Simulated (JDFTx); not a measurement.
Ag under changes of volume

One of the cells (17.048 Å³/atom); the others are scaled copies at fixed shape and fractional positions:

```xyz
1
Lattice="0.0000 2.0427 2.0427 2.0427 0.0000 2.0427 2.0427 2.0427 0.0000" Properties=species:S:1:pos:R:3 pbc="T T T"
Ag    0.0000    0.0000    0.0000
```

```yaml
Program: JDFTx 1.7.0 (patched build)
Functional: PBE
Potentials_or_basis: PseudoDojo-SR-PBE-0.5-standard
Cutoff: 1116 eV
Density_cutoff: 4463 eV
k_mesh: 11 × 11 × 11
Occupations: fermi-dirac, width 0.05 eV
Spin: no spin polarisation
```

| volume (Å³/atom) | energy over the lowest point (meV/atom) | pressure (GPa) |
| --- | --- | --- |
| 16.025 | 63.23 | 12.9 |
| 16.366 | 39.06 | 9.6 |
| 16.707 | ? | ? |
| 17.048 | 9.57 | 4.3 |
| 17.389 | 2.62 | 2.1 |
| 17.730 | 0.00 | 0.2 |
| 18.071 | 1.09 | -1.4 |

What does the run at 16.707 Å³/atom give?

Energy over the lowest point 21.46 meV/atom; pressure 6.7 GPa.

Worked out: A Birch-Murnaghan fit of order 3 (a polynomial in V^(-2/3)) to the other rows has its minimum at 17.79 Å³/atom with B0 = V·E''(V) = 89 GPa and B' = 6.5. It gives 21.46 meV/atom at 16.707 Å³/atom, against the run's 21.46, and -dE/dV = 6.9 GPa, against 6.7.

Energies are extrapolated to zero smearing.
